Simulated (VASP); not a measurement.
# Ni (Fm-3m) in VASP: notebook

One crystal, Ni, is run at these levels: PBE; tasks: relaxation of cell and atoms, single point.

Everything below comes from runs of VASP 6.6.1. Logs are shortened: lines on timing, memory, paths and dates and some standing lists are left out, and cuts for length are marked.

## 1. The crystal as given

Symmetry: Fm-3m, No. 225, cubic system. The conventional cell has a = 3.524 Å, b = 3.524 Å, c = 3.524 Å, α = 90.00°, β = 90.00°, γ = 90.00°. Around Ni (site symmetry m-3m) lie 12 Ni at 2.49 Å.

## 2. Relaxation of cell and atoms, PBE, collinear spin, ferromagnetic start

INCAR reads:

```
ALGO = Normal ; EDIFF = 1E-7
EDIFFG = -0.002 ; ENCUT = 520
GGA = PE ; IBRION = 2
ISIF = 3 ; ISMEAR = 0
ISPIN = 2 ; LASPH = True
LCHARG = False ; LMAXMIX = 4
LORBIT = 11 ; LREAL = False
LWAVE = False ; MAGMOM = 0.8
NELM = 150 ; NSW = 80
PREC = Accurate ; SIGMA = 0.1
```

KPOINTS reads:

```
k-points
0
Gamma
  8 8 8
```

POSCAR reads:

```
Ni
1.0
    0.0000000000      1.7619350000      1.7619350000
    1.7619350000      0.0000000000      1.7619350000
    1.7619350000      1.7619350000      0.0000000000
Ni
1
Direct
    0.0000000000      0.0000000000      0.0000000000
```

Potentials or basis: VASP PAW PBE potentials, release 64 (Ni).

Started as:

```
cat potpaw_PBE.64/Ni/POTCAR > POTCAR
mpirun -np 1 vasp_std > vasp.out
```

OUTCAR:

```text
EDIFF = 1E-7
   EDIFFG = -0.002
   ENCUT = 520
   GGA = PE
   IBRION = 2
   ISIF = 3
   ISMEAR = 0
   ISPIN = 2
   LASPH = True
   LORBIT = 11
   LREAL = False
   NELM = 150
   NSW = 80
   PREC = Accurate

 ion  position               nearest neighbor table
   1  0.000  0.000  0.000-

  LATTYP: Found a face centered cubic cell.
 ALAT       =     3.5238700000

  Lattice vectors:

 A1 = (   0.0000000000,   1.7619350000,   1.7619350000)
 A2 = (   1.7619350000,   0.0000000000,   1.7619350000)
 A3 = (   1.7619350000,   1.7619350000,   0.0000000000)

Analysis of symmetry for initial positions (statically):
=====================================================================
 Subroutine PRICEL returns:
 Original cell was already a primitive cell.

 Routine SETGRP: Setting up the symmetry group for a
 face centered cubic supercell.

 Subroutine GETGRP returns: Found 48 space group operations
 (whereof 48 operations were pure point group operations)
 out of a pool of 48 trial point group operations.

The static configuration has the point symmetry O_h .

Analysis of symmetry for dynamics (positions and initial velocities):
=====================================================================
 Subroutine PRICEL returns:
 Original cell was already a primitive cell.

 Routine SETGRP: Setting up the symmetry group for a
 face centered cubic supercell.

 Subroutine GETGRP returns: Found 48 space group operations
 (whereof 48 operations were pure point group operations)
 out of a pool of 48 trial point group operations.

The dynamic configuration has the point symmetry O_h .

Analysis of structural, dynamic, and magnetic symmetry:
=====================================================================
 Subroutine PRICEL returns:
 Original cell was already a primitive cell.

 Routine SETGRP: Setting up the symmetry group for a
 face centered cubic supercell.

 Subroutine GETGRP returns: Found 48 space group operations
 (whereof 48 operations were pure point group operations)
 out of a pool of 48 trial point group operations.

The overall configuration has the point symmetry O_h .

 Subroutine INISYM returns: Found 48 space group operations
 (whereof 48 operations are pure point group operations),
 and found     1 'primitive' translations

----------------------------------------------------------------------------------------

                                     Primitive cell

  volume of cell :      10.9396

  direct lattice vectors                    reciprocal lattice vectors
     0.000000000  1.761935000  1.761935000    -0.283778914  0.283778914  0.283778914
[... 106 lines left out ...]
  Fermi-wavevector in a.u.,A,eV,Ry     =   1.588821  3.002436 34.345893  2.524352
  Thomas-Fermi vector in A             =   2.687765
   LORBIT       =     11    0 simple, 1 ext, 2 COOP (PROOUT), +10 PAW based schemes
   GGA     = PE    functional components
   LHFCALC =     F    Hartree Fock is set to
   AEXX    =    0.0000 exact exchange contribution
   IVDW    =     0    specifies the selected vdW correction
   LEPSILON=     F    determine dielectric tensor
   LRPA    =     F    only Hartree local field effects (RPA)
 conjugate gradient relaxation of ions
 spin polarized calculation
 Gauss-broadening in eV      SIGMA  =   0.10
  energy-cutoff  :      520.00
  volume of cell :       10.94
 maximum number of plane-waves:       304
   NGX =  9   NGY =  9   NGZ =  9

--------------------------------------- Ionic step        1  -------------------------------------------

 number of electron      10.0000010 magnetization       0.6992194

 Free energy of the ion-electron system (eV)
  ---------------------------------------------------
  ext. energy  EPLUGINS =         0.00000000
  ---------------------------------------------------
  free energy    TOTEN  =        -5.47423433 eV

  energy without entropy =       -5.46435505  energy(sigma->0) =       -5.46929469

------------------------ aborting loop because EDIFF is reached ----------------------------------------

  FORCE on cell =-STRESS in cart. coord.  units (eV):
  Direction    XX          YY          ZZ          XY          YZ          ZX
  --------------------------------------------------------------------------------------
  -------------------------------------------------------------------------------------
  Total       -0.0441482     -0.0441482     -0.0441482      0.0000000      0.0000000      0.0000000
  in kB       -6.4658263     -6.4658263     -6.4658263      0.0000000      0.0000000      0.0000000
  external PRESSURE =      -6.4658263 kB  Pullay stress =       0.0000000 kB
[... 57 lines left out ...]
--------------------------------------- Ionic step        3  -------------------------------------------

 number of electron      10.0000009 magnetization       0.6992159

 Free energy of the ion-electron system (eV)
  ---------------------------------------------------
  ext. energy  EPLUGINS =         0.00000000
  ---------------------------------------------------
  free energy    TOTEN  =        -5.47431152 eV

  energy without entropy =       -5.46447313  energy(sigma->0) =       -5.46939232

 E-fermi :   9.3414     XC(G=0): -13.2468

 val. band max:        9.3078347603   @ k =   0.3750   0.3750   0.0000
 cond. band min:       9.3437862964   @ k =   0.5000   0.3750   0.1250
 fundamental gap:      0.0359515362
 Fermi energy:         9.3414090403

 spin component 1

 k-point     1 :       0.0000    0.0000    0.0000
  band No.  band energies     occupation
      1       0.3422      1.00000
      2       6.8586      1.00000
      3       6.8586      1.00000
      4       6.8586      1.00000
      5       8.0284      1.00000
      6       8.0284      1.00000
      7      33.0490      0.00000
      8      36.8890      0.00000
      9      36.8890      0.00000
[... 265 lines left out ...]
 k-point    24 :      -0.3750    0.2500    0.1250
  band No.  band energies     occupation
      1       5.3444      1.00000
      2       6.1990      1.00000
      3       6.7837      1.00000
      4       7.4989      1.00000
      5       8.5881      1.00000
      6      12.6657      0.00000
      7      15.3811      0.00000
      8      25.2977      0.00000
      9      26.1800      0.00000

 [... further k-points ...]

 spin component 2

 k-point     1 :       0.0000    0.0000    0.0000
  band No.  band energies     occupation
      1       0.3245      1.00000
      2       7.6814      1.00000
      3       7.6814      1.00000
      4       7.6814      1.00000
      5       8.6865      1.00000
      6       8.6865      1.00000
      7      32.8973      0.00000
      8      36.8881      0.00000
      9      36.8881      0.00000
[... 304 lines left out ...]
  FREE ENERGIE OF THE ION-ELECTRON SYSTEM (eV)
  ---------------------------------------------------
  free  energy   TOTEN  =        -5.4743115227 eV

  energy  without entropy=       -5.4644731257  energy(sigma->0) =       -5.46939232

 reached required accuracy - stopping structural energy minimisation

 total charge

# of ion       s       p       d       tot
------------------------------------------
    1        0.498   0.501   8.305   9.304

 magnetization (x)

# of ion       s       p       d       tot
------------------------------------------
    1       -0.004  -0.022   0.735   0.709
```

Run time: 22 s. Hardware: 1 thread of Intel Xeon Platinum 8259CL at 2.50GHz (Skylake/Cascade Lake), shared host; peak memory 0.13 GiB.

Results:

```
Free energy                                           : -5.4743 eV
Relaxed volume                                        : 10.90 Å³/atom
Relaxed cell                                          : a = 2.489 Å, b = 2.489 Å, c = 2.489 Å, α = 60.00°, β = 60.00°, γ = 60.00°
Space group after relaxing (to 0.05 Å)                : Fm-3m (No. 225)
Energy gained by relaxing                             : 0.1 meV/atom
Ionic steps                                           : 3
Pressure after relaxing                               : 0.0 GPa
Band gap on the k mesh                                : none (metal or under the smearing width)
Net moment                                            : 0.70 μB per cell
Site moments                                          : Ni +0.71 μB
Valence electrons inside the program's atomic spheres : Ni 9.30
```

Final structure:
```xyz
1
Lattice="0.0000 1.7599 1.7599 1.7599 0.0000 1.7599 1.7599 1.7599 0.0000" Properties=species:S:1:pos:R:3 pbc="T T T"
Ni    0.0000    0.0000    0.0000
```

Caveat: the k mesh is coarse (spacing up to 0.39 Å⁻¹), so the values aren't converged.

## 3. Relaxation of cell and atoms, PBE, collinear spin, ferromagnetic start

This run uses another cell than the first one, of 10.90 Å³/atom, 0.997 times its volume.

INCAR is that of step 2.

KPOINTS is that of step 2.

POSCAR reads:

```
Ni                                      
1.0
    0.0000000000      1.7599201472      1.7599201472
    1.7599201472      0.0000000000      1.7599201472
    1.7599201472      1.7599201472      0.0000000000
  Ni            
     1
Direct
     0.0000000000000000    0.0000000000000000    0.0000000000000000
```

Potentials or basis: VASP PAW PBE potentials, release 64 (Ni).

Started as:

```
cat potpaw_PBE.64/Ni/POTCAR > POTCAR
mpirun -np 1 vasp_std > vasp.out
```

Run time: 9.4 s. Hardware: 1 thread of Intel Xeon Platinum 8259CL at 2.50GHz (Skylake/Cascade Lake), shared host; peak memory 0.13 GiB.

Results (log left out):

* Free energy: -5.4743 eV
* Pressure after relaxing: 0.0 GPa
* Band gap on the k mesh: none (metal or under the smearing width)
* Net moment: 0.70 μB per cell
* Site moments: Ni +0.71 μB
* Valence electrons inside the program's atomic spheres: Ni 9.30

Final structure:
```
Ni
1.0
     0.00000    1.75992    1.75992
     1.75992    0.00000    1.75992
     1.75992    1.75992    0.00000
Ni
1
Direct
  0.00000 0.00000 0.00000
```

Levels at points of the mesh, in eV from the Fermi level:
Spin up:
| k point | band 3 | band 4 | band 5 | band 6 | band 7 | band 8 |
| --- | --- | --- | --- | --- | --- | --- |
| (0.00, 0.00, 0.00) | -2.48 | -2.48 | -1.31 | -1.31 | 23.71 | 27.55 |
| (0.50, 0.00, 0.00) | -2.46 | -0.66 | -0.66 | -0.29 | 5.61 | 22.20 |
| (0.50, 0.50, 0.00) | -0.61 | -0.54 | -0.54 | 2.44 | 9.18 | 14.80 |
Spin down:
| k point | band 1 | band 2 | band 3 | band 4 | band 5 | band 6 | band 7 | band 8 |
| --- | --- | --- | --- | --- | --- | --- | --- | --- |
| (0.00, 0.00, 0.00) | -9.02 | -1.66 | -1.66 | -1.66 | -0.65 | -0.65 | 23.56 | 27.55 |
| (0.50, 0.00, 0.00) | -4.38 | -1.78 | -1.78 | -0.34 | 0.17 | 0.17 | 6.09 | 22.06 |
| (0.50, 0.50, 0.00) | -4.28 | -3.55 | 0.08 | 0.40 | 0.40 | 2.42 | 9.46 | 14.83 |

Caveat: the k mesh is coarse (spacing up to 0.39 Å⁻¹), so the values aren't converged; the relaxation stopped at its first step, so nothing moved.

(Continued in part 2 of 2.)
